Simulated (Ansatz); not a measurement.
# How AlP (F-43m) expands on warming, part 2 of 3

Aim: the lattice, expansion, heat capacity and bulk modulus of AlP as it warms.

What experiment has found for this phase:
- heat capacity C_P per formula unit 42 J/mol/K and bulk modulus 86 GPa near room temperature (given in “High-Throughput Prediction of Finite-Temperature Properties using the Quasi-Harmonic Approximation”, 2016, arXiv:1603.06924)

Ansatz 0.2.0; DFT RPBE, scalar-relativistic, plane waves, PAW.

So far. Step 2 (Probe on a coarse mesh): The start is under 4.5 GPa at this level and looks like an insulator or semiconductor on this mesh. The relaxed cell has a = 5.543 Å (conventional setting).

The database entry behind the starting cell differs from later determinations by our own check (0.1 to 0.3 % short, probably kX units), so it need not match the best structure at ambient conditions.

### Step 4. Tight relaxation

The relaxation is repeated with tighter thresholds on force and stress, since phonons are sensitive to what is left; a change of mesh or smearing in the input moves the cell too.

The input, input.yaml:

```yaml
crystal:
  lattice:
    - [0.0, 2.771545285, 2.771545285]
    - [2.771545285, 0.0, 2.771545285]
    - [2.771545285, 2.771545285, 0.0]
  atoms:
    - { symbol: Al, position: [0.0, 0.0, 0.0] }
    - { symbol: P, position: [0.25, 0.25, 0.25] }
kpoints:
  mp_grid: { grid: [8, 8, 8] }
hamiltonian:
  xc: rpbe
scf:
  occupations: { method: fixed }
output:
  forces: true
  stress: true
  eigenvalues: true
  write_density: true
  write_potential: true
  elf: true
  volumetric_format: npy
relax:
  adjacent_minimum: "off"
  f_tol: 0.001
  max_steps: 60
  cell: { stress_tol: 0.01 }
```

Launch:

```
$ ansatz run input.yaml --threads 2 --pin off --max-ram 5120MiB --backend cpu --events-out ev --progress --plain --runs-dir out
```

Numbers of over 12 decimals in the logs are rounded to 6 here.

The log of the run:

```text
[...]
Crystal: 2 atoms, lattice volume = 42.579 Å³
Basis set: ecut = 420 eV, 869 PW (Γ), exchange–correlation on 54×54×54 points (8 copies of the dense FFT grid, shifted against one another)
Bands: 8, of which v1, the nominal top of the filled ones, is band 4 counted from 1 (3 counted from 0)
Symmetry: 24 space group operations
[...]
k-points: 29 of 512 (time reversal used)
[...]
SCF iter   1: F=—  HF=-1300.651767 eV  |F-HF|=—  |Δ(HF+E_count)|=         —  Δρ=1.73e-3  dr2=1.13e-3  ethr=1.77e-3  ⟨swp⟩=5.4  Hψ=1699  notcnv=0  defer=51
[...]
SCF iter   6: F=-1300.651417 eV  HF=-1300.651417 eV  |F-HF|=3.67e-10  |Δ(HF+E_count)|=   8.28e-9  Δρ=1.14e-6  dr2=5.25e-10  ethr=3.05e-10  ⟨swp⟩=11.8  Hψ=2374  notcnv=0
SCF 1 converged in 6 iterations: F = -1300.651417 eV  dr2 = 5.25e-10
[...]
relax step   1: F+E_penalty+E_count = -1300.65141700 eV  Δ(F+E_penalty+E_count) = +0.000e0 eV  max|allowed force component| = 1.850e-16 eV/Å  Δτ_max = 0.0000 Å  P = +0.023 GPa  Ω = 42.579 Å³  (6 SCF iters, dr2 threshold 1.00e-7 eV, accepted)
Crystal: 2 atoms, lattice volume = 42.589 Å³
[...]
SCF iter   4: F=-1300.651416 eV  HF=-1300.651416 eV  |F-HF|=3.87e-12  |Δ(HF+E_count)|=  3.99e-10  Δρ=3.05e-7  dr2=4.25e-11  ethr=1.68e-11  ⟨swp⟩=8.6  Hψ=1688  notcnv=0
SCF 2 converged in 4 iterations: F = -1300.651416 eV  dr2 = 4.25e-11
relax step   2: F+E_penalty+E_count = -1300.65141616 eV  Δ(F+E_penalty+E_count) = +8.352e-7 eV  max|allowed force component| = 6.939e-17 eV/Å  Δτ_max = 0.0000 Å  P = +0.005 GPa  Ω = 42.589 Å³  energy of the carried Pulay correction = -1.690e-6 eV  (4 SCF iters, dr2 threshold 1.35e-9 eV, accepted)
[...]
SCF iter   1: F=—  HF=-1300.651443 eV  |F-HF|=—  |Δ(HF+E_count)|=         —  Δρ=2.71e-6  dr2=2.65e-9  ethr=1.31e-7  ⟨swp⟩=3.1  Hψ=2430  notcnv=0  defer=57
eigensolver tolerance schedule: the retry pair's looser diagonalisation over-reported the residual by 3963.57 of it (diagonalisation noise at 0.20 of the residual, at the tolerance the schedule requests for it); recorded, not acted on — ethr = c·dr2/N_el stays at c = 1.0e-1
SCF iter   2: F=—  HF=-1300.651423 eV  |F-HF|=—  |Δ(HF+E_count)|=   2.00e-5  Δρ=1.66e-6  dr2=1.26e-9  ethr=3.31e-11  ⟨swp⟩=3.9  Hψ=514  notcnv=0  defer=54
[...]
SCF iter   6: F=-1300.651423 eV  HF=-1300.651423 eV  |F-HF|=4.55e-13  |Δ(HF+E_count)|=  4.55e-13  Δρ=1.65e-8  dr2=7.65e-14  ethr=1.00e-12  ⟨swp⟩=9.9  Hψ=1720  notcnv=0
SCF 3 converged in 6 iterations: F = -1300.651423 eV  dr2 = 7.65e-14
relax step   3: F+E_penalty+E_count = -1300.65142282 eV  Δ(F+E_penalty+E_count) = -6.656e-6 eV  max|allowed force component| = 5.898e-17 eV/Å  Δτ_max = 0.0000 Å  P = +0.005 GPa  Ω = 42.589 Å³  stress off target by 5.37e-3 GPa  SCF on the basis re-selected at this cell (its energy is not comparable with the rows above)  (6 SCF iters)
[...]
SCF converged after 6 iterations
Free energy (F): -1300.651423 eV
[...]
Internal energy: -1300.651423 eV  (E = F + TS)
E sigma→0 (E₀):  -1300.651423 eV
Fermi energy:    4.696771 eV
[...]
--- Stress (GPa, compression-positive) ---
        0.005367       0.000000       0.000000
        0.000000       0.005367       0.000000
        0.000000       0.000000       0.005367
  P = ⅓ Tr σ = 0.0054 GPa (0.054 kbar)
--- Band table (eV; the first three rows and the last of 29) ---
[...]
--- Relaxed structure (2 steps of the walk, 2 accepted, 1 SCFs on fresh bases) ---
[...]
cell:  # Å, volume = 42.5887 Å³
    - [0, 2.771754, 2.771754]
    - [2.771754, 0, 2.771754]
    - [2.771754, 2.771754, 0]
  atoms:
    - { symbol: Al, position: [0, 0, 0] }
    - { symbol: P, position: [0.25, 0.25, 0.25] }
```

Run time: 3 s. Hardware: 2 threads of Arm Neoverse V1, shared host; peak memory 0.29 GiB.

Little changed from the start: no atom moved by 0.005 Å and no cell edge by 0.1 %.

Numbers from this step:

```
pressure : 0.005367 GPa
```

Electrostatic potential energy in the ac plane of a cell with a along [110], b along [-110] and c along [001] of the cube at fractional y = 0.000, with atoms of Al and P within 0.2 Å of it. With pseudopotentials it is smooth inside the atoms' cores, unlike the true potential.

Ten even steps from '0' (-55 eV) to '9' (9 eV), each cell a mean:
```
8778989986787789899867
6788756887667887568876
8887201588888872015888
9996000389999960003899
9997201589999972015899
9998655899999986558999
9999989999999999899999
9999999999999999999999
9999999999999999999999
9999999999999999999999
9999999999999999999999
9999999999999999999999
7789999998777899999987
7679999986776799999867
8778999976887789999768
```
Columns run along a (7.8 Å; values clipped at the 3rd and 97th percentile), rows up along c (5.5 Å), edges of the conventional cell, whose origin can differ from the input's. Atoms in or near the plane, at fractional coordinates: Al at (0.50, 0.00), Al at (0.00, 0.00), P at (0.75, 0.75), P at (0.25, 0.75).

Valence density in the ac plane of a cell with a along [110], b along [-110] and c along [001] of the cube at fractional y = 0.000, with atoms of Al and P within 0.2 Å of it. It is the smooth field of the valence electrons, not physical close to the nuclei.

Ten even steps from '_' (0.02 e/Å³) to '@' (0.76 e/Å³), each cell a mean:
```
__..--============::____..--============::__
..::++##%%%%%%%%**--::..::++##%%%%%%%%**--::
::--++@@@@++##@@##==::::--++@@@@++##@@##==::
..::==%%**__--%%**--....::==%%**__--%%**--..
__..--**##==++##==..____..--**##==++##==..__
____..==**%%##++::..______..==**%%##++::..__
______..--====::..__________..--====::..____
________........______________........______
____________________________________________
____________________________________________
____________________________________________
....______________........______________....
......____________..........____________....
........________..............________......
____..::........::..______..::........::..__
```
Columns run along a (7.8 Å), rows up along c (5.5 Å), edges of the conventional cell, whose origin can differ from the input's. Atoms in or near the plane, at fractional coordinates: Al at (0.50, 0.00), Al at (0.00, 0.00), P at (0.75, 0.75), P at (0.25, 0.75).

ELF in the ac plane of a cell with a along [110], b along [-110] and c along [001] of the cube at fractional y = 0.000, with atoms of Al and P within 0.2 Å of it. It is the smooth field of the valence electrons, not physical close to the nuclei.

Ten even steps from '_' (0.01) to '@' (0.93), each cell a mean:
```
__::%%@@%%%%%%@@@@++____::%%@@%%%%%%@@@@++__
..**@@@@@@##%%@@@@%%--..**@@@@@@##%%@@@@%%--
==##@@@@##::==@@@@@@++==##@@@@##::==@@@@@@++
--**%%%%--____**%%##==--**%%%%--____**%%##==
..--**##==..::**##++::..--**##==..::**##++::
__..==##########**--____..==##########**--__
____::++##%%##**--..______::++##%%##**--..__
______::==++++--..__________::==++++--..____
________..::..________________..::..________
____________________________________________
....______________........______________....
--::..__________..::----::..__________..::--
::::::..________..::::::::::..________..::::
____::::::..::::::..______::::::..::::::..__
..__--****++++**++..__..__--****++++**++..__
```
Columns run along a (7.8 Å), rows up along c (5.5 Å), edges of the conventional cell, whose origin can differ from the input's. Atoms in or near the plane, at fractional coordinates: Al at (0.50, 0.00), Al at (0.00, 0.00), P at (0.75, 0.75), P at (0.25, 0.75).

The residual pressure is 0.0054 GPa, small enough for phonons.

### Step 5. Phonons on strained cells, q-mesh 2×2×2

The study relaxes the crystal at several strains, solves the phonons on some of them and minimises the free energy at each temperature (static energy, vibrations, the electrons in a metal, and PV under a set pressure); the q-mesh sets how far the force constants reach.

input.yaml, the sections that differ from step 4:

```yaml
crystal:
  lattice:
    - [0.0, 2.7717537049, 2.7717537049]
    - [2.7717537049, 0.0, 2.7717537049]
    - [2.7717537049, 2.7717537049, 0.0]
  atoms:
    - { symbol: Al, position: [0.0, 0.0, 0.0] }
    - { symbol: P, position: [0.25, 0.25, 0.25] }
output:
  eigenvalues: true
phonons:
  method: dfpt
  qmesh: [2, 2, 2]
  temperatures: { t_max: 800.0, t_step: 50 }
  thermal_expansion: {}
# kpoints, hamiltonian, scf: as in step 4
# relax: removed
```

The log of the run:

```text
Warning: phonons: the dynamical matrix that this run interpolates holds no multipole term above the dipole-dipole one, and a site of this crystal is no centre of inversion, so its interpolated transverse optical and acoustic branches and sound speeds can stay off near Gamma, and the density of states and the thermodynamics with them. What a run solves at a wave vector of phonons.qpoints, Gamma apart, where the deck admits one, is free of this, and under fd what a larger phonons.supercell samples
[...]
Crystal: 2 atoms, lattice volume = 42.589 Å³
Basis set: ecut = 487.2 eV, 1037 PW (Γ), exchange–correlation on 60×60×60 points (8 copies of the dense FFT grid, shifted against one another)
Bands: 8, of which v1, the nominal top of the filled ones, is band 4 counted from 1 (3 counted from 0)
Symmetry: 24 space group operations
[...]
k-points: 29 of 512 (time reversal used)
[...]
SCF iter   1: F=—  HF=-1300.652297 eV  |F-HF|=—  |Δ(HF+E_count)|=         —  Δρ=1.72e-3  dr2=1.13e-3  ethr=1.77e-3  ⟨swp⟩=5.5  Hψ=1700  notcnv=0  defer=51
[...]
SCF iter   8: F=-1300.652001 eV  HF=-1300.652001 eV  |F-HF|=1.25e-11  |Δ(HF+E_count)|=  9.28e-11  Δρ=1.57e-7  dr2=1.69e-11  ethr=1.00e-12  ⟨swp⟩=8.4  Hψ=1985  notcnv=0
SCF 1 converged in 8 iterations: F = -1300.652001 eV  dr2 = 1.69e-11
[...]
relax step   1: F+E_penalty+E_count = -1300.65200051 eV  Δ(F+E_penalty+E_count) = +0.000e0 eV  max|allowed force component| = 1.758e-16 eV/Å  Δτ_max = 0.0000 Å  (8 SCF iters, accepted)
SCF converged after 8 iterations
Free energy (F): -1300.652001 eV
[...]
Internal energy: -1300.652001 eV  (E = F + TS)
E sigma→0 (E₀):  -1300.652001 eV
Fermi energy:    4.696763 eV
[...]
--- Stress (GPa, compression-positive) ---
        0.004371      -0.000000      -0.000000
        0.000000       0.004371       0.000000
        0.000000       0.000000       0.004371
  P = ⅓ Tr σ = 0.0044 GPa (0.044 kbar)
--- Band table (eV; the first three rows and the last of 29) ---
[...]
── thermal expansion: 3 new cells, 3 in all ──
thermal expansion: relaxation of cell 2
thermal expansion: relaxation of cell 3
── thermal expansion: 2 new cells, 5 in all ──
thermal expansion: relaxation of cell 4
thermal expansion: lower-state search of cell 4
thermal expansion: phonons of cell 4
thermal expansion: relaxation of cell 5
thermal expansion: phonons of cell 5
── thermal expansion: 5 new cells, 10 in all ──
thermal expansion: relaxation of cell 6
thermal expansion: relaxation of cell 7
thermal expansion: relaxation of cell 8
thermal expansion: relaxation of cell 9
thermal expansion: relaxation of cell 10
thermal expansion: phonons of cell 6
thermal expansion: phonons of cell 7
WARN: thermal expansion: narrow_supercell: the supercell is narrow for a crystal that has a band gap and may be polar, so the expansion can be far off: type phonons.supercell or phonons.qmesh [3, 3, 3] or more in a new run
--- Relaxed structure (1 steps of the walk, 1 accepted, 0 SCFs on fresh bases) ---
  F+E_penalty+E_count = -1300.65200051 eV   max|allowed force component| = 1.758e-16 eV/Å
  atoms:
    - { symbol: Al, position: [0.0, 0.0, 0.0] }
    - { symbol: P, position: [0.25, 0.25, 0.25] }
--- Thermal expansion: 10 cells in 3 rounds, 0 GPa ---
  no lower state was reached at cell 4
  without vibrations: a 3.91992, b 3.91992, c 3.91992 Å, V 42.5910 Å³, B 78.96 GPa
  at 0 K: a 3.92655, b 3.92655, c 3.92655 Å, V 42.8073 Å³, B 77.63 GPa
  zero-point expansion: a +0.169, b +0.169, c +0.169, V +0.508 %
      T/K        a/Å        b/Å        c/Å       V/Å³ | expansion of a, b, c, V (1e-6/K)   | that of V in the mean from 25 °C | C_P, C_V (J/mol K of the cell) | B_T, B_S (GPa)
     0.00    3.92655    3.92655    3.92655    42.8073 |    0.00    0.00    0.00    0.00 |    2.98 |     0.000     0.000 |    77.63    77.63
   100.00    3.92634    3.92634    3.92634    42.8006 |   -0.55   -0.55   -0.55   -1.64 |    5.27 |    17.319    17.318 |    77.46    77.46
   200.00    3.92664    3.92664    3.92664    42.8105 |    1.99    1.99    1.99    5.96 |    8.31 |    34.295    34.281 |    76.82    76.85
   298.15    3.92771    3.92771    3.92771    42.8454 |    3.38    3.38    3.38   10.15 |       - |    41.635    41.575 |    76.00    76.11
   350.00    3.92845    3.92845    3.92845    42.8694 |    3.81    3.81    3.81   11.42 |   10.82 |    43.696    43.607 |    75.55    75.71
   450.00    3.93006    3.93006    3.93006    42.9221 |    4.34    4.34    4.34   13.01 |   11.79 |    46.071    45.924 |    74.66    74.90
   550.00    3.93183    3.93183    3.93183    42.9803 |    4.67    4.67    4.67   14.01 |   12.50 |    47.385    47.179 |    73.76    74.09
   650.00    3.93372    3.93372    3.93372    43.0422 |    4.91    4.91    4.91   14.73 |   13.05 |    48.194    47.928 |    72.86    73.27
   750.00    3.93569    3.93569    3.93569    43.1069 |    5.10    5.10    5.10   15.31 |   13.51 |    48.735    48.407 |    71.96    72.45
   800.00    3.93670    3.93670    3.93670    43.1402 |    5.19    5.19    5.19   15.56 |   13.71 |    48.944    48.584 |    71.51    72.04
  the static fit leaves 0.000 meV an atom of the energies and, of the stresses, 0.000 GPa of each cell's largest along a strain (root mean squares over the cells), whose Pulay part it has at -0.004 GPa
  vibrations' free energy: its fit passes through its cells
  the electrons' free energy at temperature is not in it: every band gap is over 0.83 eV
  free energies summed between the sampled wave vectors
  estimated error of the fitted expansion in any direction: up to 0.015e-6/K, at 500 K, with few degrees of freedom (an estimate, not a bound: it was exceeded on models of known expansion)
  by sums over the sampled wave vectors an expansion of the volume parts by up to 3.24e-6/K
  by a static energy of one degree less an expansion of the volume parts by up to 0.00e-6/K
  band gaps on the cells' k-points are 1.696 to 1.814 eV
  narrow_supercell: the supercell is narrow for a crystal that has a band gap and may be polar, so the expansion can be far off: type phonons.supercell or phonons.qmesh [3, 3, 3] or more in a new run
```

Wall time 1.8 min (2 threads); peak memory 0.54 GiB.

This step gave:

```
pressure                                         : 0.004371 GPa
volume expansion coefficient at 298 K            : 10.15 1e-6/K
C_P at 298 K                                     : 20.82 J/mol-atom/K
entropy at 298 K                                 : 21.62 J/mol-atom/K
isothermal bulk modulus at 298 K                 : 76.00 GPa
Grüneisen parameter at 298 K                     : 0.4786
volume at 298 K                                  : 21.42 Å³/atom
principal linear expansion coefficients at 298 K : 3.382, 3.382, 3.382 1e-6/K
```

Strained cells of the study; zero-point energy where phonons were solved; the pressures are stresses at a fixed cutoff and can carry an offset from the finite basis. Expansion cells, by row:

| cell | \|a\| (Å) | \|b\| (Å) | \|c\| (Å) | V (Å³/atom) | E - E_lowest (meV/atom) | pressure, compression positive (GPa) | gap (eV) | zero-point energy (meV/atom) |
| --- | --- | --- | --- | --- | --- | --- | --- | --- |
| 1 | 3.92 | 3.92 | 3.92 | 21.29 | 0 | 0 | 1.755 | - |
| 2 | 3.951 | 3.951 | 3.951 | 21.81 | 2.933 | -1.795 | 1.8 | - |
| 3 | 3.889 | 3.889 | 3.889 | 20.79 | 3.066 | 1.985 | 1.707 | - |
| 4 | 3.92 | 3.92 | 3.92 | 21.3 | 0 | -0.021 | 1.755 | 54.68 |
| 5 | 3.94 | 3.94 | 3.94 | 21.62 | 1.195 | -1.164 | 1.784 | 53.89 |
| 6 | 3.929 | 3.929 | 3.929 | 21.45 | 0.271 | -0.563 | 1.769 | 54.31 |
| 7 | 3.948 | 3.948 | 3.948 | 21.75 | 2.313 | -1.602 | 1.795 | 53.58 |
| 8 | 3.881 | 3.881 | 3.881 | 20.67 | 4.735 | 2.493 | 1.696 | - |
| 9 | 3.901 | 3.901 | 3.901 | 20.98 | 1.154 | 1.197 | 1.726 | - |
| 10 | 3.961 | 3.961 | 3.961 | 21.98 | 5.13 | -2.34 | 1.814 | - |

Quasi-harmonic; a, b, c are the run's own cell vectors. Expansion, by row:

| T (K) | a (Å) | b (Å) | c (Å) | alpha (deg) | beta (deg) | gamma (deg) | cell volume (Å³/cell) | alpha_a (1e-6/K) | alpha_b (1e-6/K) | alpha_c (1e-6/K) | alpha_V (1e-6/K) | C_P (J/mol-atom/K) | C_V (J/mol-atom/K) | S (J/mol-atom/K) | B_T (GPa) | B_S (GPa) | Grueneisen | extrapolation | fit error (1e-6/K) |
| --- | --- | --- | --- | --- | --- | --- | --- | --- | --- | --- | --- | --- | --- | --- | --- | --- | --- | --- | --- |
| 0 | 3.927 | 3.927 | 3.927 | 60 | 60 | 60 | 42.81 | 0 | 0 | 0 | 0 | 0 | 0 | 0 | 77.63 | 77.63 | - | 0 | 0 |
| 50 | 3.926 | 3.926 | 3.926 | 60 | 60 | 60 | 42.81 | -0.72 | -0.72 | -0.72 | -2.15 | 3.019 | 3.019 | 1.224 | 77.61 | 77.61 | -0.713 | 0 | 0 |
| 100 | 3.926 | 3.926 | 3.926 | 60 | 60 | 60 | 42.8 | -0.55 | -0.55 | -0.55 | -1.64 | 8.659 | 8.659 | 5.048 | 77.46 | 77.46 | -0.189 | 0 | 0 |
| 150 | 3.926 | 3.926 | 3.926 | 60 | 60 | 60 | 42.8 | 0.8 | 0.8 | 0.8 | 2.39 | 13.66 | 13.66 | 9.55 | 77.18 | 77.18 | 0.174 | 0 | 0 |
| 200 | 3.927 | 3.927 | 3.927 | 60 | 60 | 60 | 42.81 | 1.99 | 1.99 | 1.99 | 5.96 | 17.15 | 17.14 | 13.99 | 76.82 | 76.85 | 0.345 | 0 | 0.01 |
| 250 | 3.927 | 3.927 | 3.927 | 60 | 60 | 60 | 42.83 | 2.82 | 2.82 | 2.82 | 8.47 | 19.4 | 19.38 | 18.08 | 76.41 | 76.48 | 0.431 | 0 | 0.01 |
| 298.1 | 3.928 | 3.928 | 3.928 | 60 | 60 | 60 | 42.85 | 3.38 | 3.38 | 3.38 | 10.15 | 20.82 | 20.79 | 21.62 | 76 | 76.11 | 0.479 | 0 | 0.01 |
| 300 | 3.928 | 3.928 | 3.928 | 60 | 60 | 60 | 42.85 | 3.4 | 3.4 | 3.4 | 10.2 | 20.86 | 20.83 | 21.75 | 75.99 | 76.1 | 0.48 | 0 | 0.01 |
| 350 | 3.928 | 3.928 | 3.928 | 60 | 60 | 60 | 42.87 | 3.81 | 3.81 | 3.81 | 11.42 | 21.85 | 21.8 | 25.05 | 75.55 | 75.71 | 0.511 | 0 | 0.01 |
| 400 | 3.929 | 3.929 | 3.929 | 60 | 60 | 60 | 42.89 | 4.11 | 4.11 | 4.11 | 12.32 | 22.54 | 22.48 | 28.01 | 75.11 | 75.31 | 0.532 | 0 | 0.01 |
| 450 | 3.93 | 3.93 | 3.93 | 60 | 60 | 60 | 42.92 | 4.34 | 4.34 | 4.34 | 13.01 | 23.04 | 22.96 | 30.7 | 74.66 | 74.9 | 0.547 | 0 | 0.01 |
| 500 | 3.931 | 3.931 | 3.931 | 60 | 60 | 60 | 42.95 | 4.52 | 4.52 | 4.52 | 13.56 | 23.41 | 23.32 | 33.15 | 74.21 | 74.5 | 0.558 | 0 | 0.02 |
| 550 | 3.932 | 3.932 | 3.932 | 60 | 60 | 60 | 42.98 | 4.67 | 4.67 | 4.67 | 14.01 | 23.69 | 23.59 | 35.39 | 73.76 | 74.09 | 0.567 | 0 | 0.01 |
| 600 | 3.933 | 3.933 | 3.933 | 60 | 60 | 60 | 43.01 | 4.8 | 4.8 | 4.8 | 14.39 | 23.92 | 23.8 | 37.46 | 73.31 | 73.68 | 0.574 | 0 | 0.01 |
| 650 | 3.934 | 3.934 | 3.934 | 60 | 60 | 60 | 43.04 | 4.91 | 4.91 | 4.91 | 14.73 | 24.1 | 23.96 | 39.38 | 72.86 | 73.27 | 0.58 | 0 | 0.01 |
| 700 | 3.935 | 3.935 | 3.935 | 60 | 60 | 60 | 43.07 | 5.01 | 5.01 | 5.01 | 15.03 | 24.25 | 24.1 | 41.17 | 72.41 | 72.86 | 0.586 | 0 | 0.01 |
| 750 | 3.936 | 3.936 | 3.936 | 60 | 60 | 60 | 43.11 | 5.1 | 5.1 | 5.1 | 15.31 | 24.37 | 24.2 | 42.85 | 71.96 | 72.45 | 0.591 | 0 | 0.01 |
| 800 | 3.937 | 3.937 | 3.937 | 60 | 60 | 60 | 43.14 | 5.19 | 5.19 | 5.19 | 15.56 | 24.47 | 24.29 | 44.43 | 71.51 | 72.04 | 0.595 | 0 | 0.01 |

Expansion coefficient against temperature; values in 1e-6/K:

| temperature (K) | volume | principal 1 |
| --- | --- | --- |
| 0 | 0 | 0 |
| 50 | -2.15 | -0.72 |
| 100 | -1.64 | -0.55 |
| 150 | 2.39 | 0.8 |
| 200 | 5.96 | 1.99 |
| 250 | 8.47 | 2.82 |
| 298 | 10.2 | 3.38 |
| 300 | 10.2 | 3.4 |
| 350 | 11.4 | 3.81 |
| 400 | 12.3 | 4.11 |
| 450 | 13.0 | 4.34 |
| 500 | 13.6 | 4.52 |
| 550 | 14.0 | 4.67 |
| 600 | 14.4 | 4.8 |
| 650 | 14.7 | 4.91 |
| 700 | 15.0 | 5.01 |
| 750 | 15.3 | 5.1 |
| 800 | 15.6 | 5.19 |

At 298 K the volume expansion is 10.1 × 10⁻⁶/K and B_T is 76.0 GPa. The log warns that this q-mesh is too narrow, so the figure can be far off. The program raised the cutoff to 487.2 eV by itself: with no cutoff typed, the study takes about 1.16 times the default for its relaxations and scales it with the volume for the phonons.

(Part 2 of 3 ends here.)

[Logs are printed without paths, hosts, clocks, repeated set-up lines and the standing remarks that a program may print on its own settings, such as how far it seeks lower states.]

[Hosts, paths, dates, database ids (printed as entryN), source tags and the programs' standing remarks are cut or masked in the printed files.]

[A step with changed settings may run another functional than the one named; its input shows which.]
